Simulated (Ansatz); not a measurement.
# Computed properties of MgF2 (P4_2/mnm)

All numbers come from Ansatz 0.2.0. Spin-unpolarised throughout; all numbers are computed.

MgF2 (started from an entry of an open crystallographic database), relaxed with r2SCAN. It is tetragonal, P4_2/mnm (No. 136); a = 4.622 Å, c = 3.046 Å in the conventional setting, 10.85 Å³ an atom. Mg is surrounded by 6 F at 1.98–1.99 Å; F is surrounded by 3 Mg at 1.98–1.99 Å.

```
CELL_PARAMETERS angstrom
4.62202 0.00000 0.00000
0.00000 4.62202 0.00000
0.00000 0.00000 3.04611
ATOMIC_POSITIONS crystal
Mg 0.00000 0.00000 0.00000
Mg 0.50000 0.50000 0.50000
F 0.30295 0.30295 0.00000
F 0.19705 0.80295 0.50000
F 0.69705 0.69705 0.00000
F 0.80295 0.19705 0.50000
```

Relaxed lattice by functional, symmetry kept:
```csv
functional,k mesh,a (Å),c (Å),volume (Å³/atom)
PBE,6×6×8,4.698,3.093,11.38
r2SCAN,6×6×8,4.622,3.046,10.85
PBEsol,6×6×8,4.639,3.063,10.99
LDA,6×6×8,4.556,3.012,10.42
```

Gaps on the r2SCAN cell, each the least over its mesh and the special points:
```csv
level,k mesh,gap (eV),kind,edges,least direct gap (eV)
LDA,6×6×8,6.81,direct,Γ,6.81
PBE,6×6×8,7.16,direct,Γ,7.16
r2SCAN,6×6×8,8.07,direct,Γ,8.07
r2SCANh,4×4×6,9.16,direct,Γ,9.16
HSE06,4×4×6,9.47,direct,Γ,9.47
DDH-PBE0,4×4×6,13.33,direct,Γ,13.33
PBE0,4×4×6,10.24,direct,Γ,10.24
```
PBE: smearing of 0.02 eV; the others have fixed occupations.
Wave cutoffs: 420 eV, 500 eV (r2SCAN, r2SCANh).

With HSE06 the gap is 9.47 eV and direct, at Γ.

r2SCAN covers 39 % of the step from PBE to HSE06. All these functionals give a gap of the same kind, direct.

r2SCAN (ground state on 4×4×8): The clamped-ion dielectric constant comes out as 1.94 along x and y, 1.97 along z. Born charges, averaged over directions: Mg +2.01, F -1.00 e. The program notes that the ground state's band table doesn't vouch for all the bands that the response reads. PBE (ground state on 4×4×8): The clamped-ion dielectric constant comes out as 2.01 along x and y, 2.04 along z. Born charges, averaged over directions: Mg +2.01, F -1.01 e. The program notes that the ground state's band table doesn't vouch for all the bands that the response reads.

The meshes of the hybrids are coarse, so their gaps aren't converged to the digits shown.
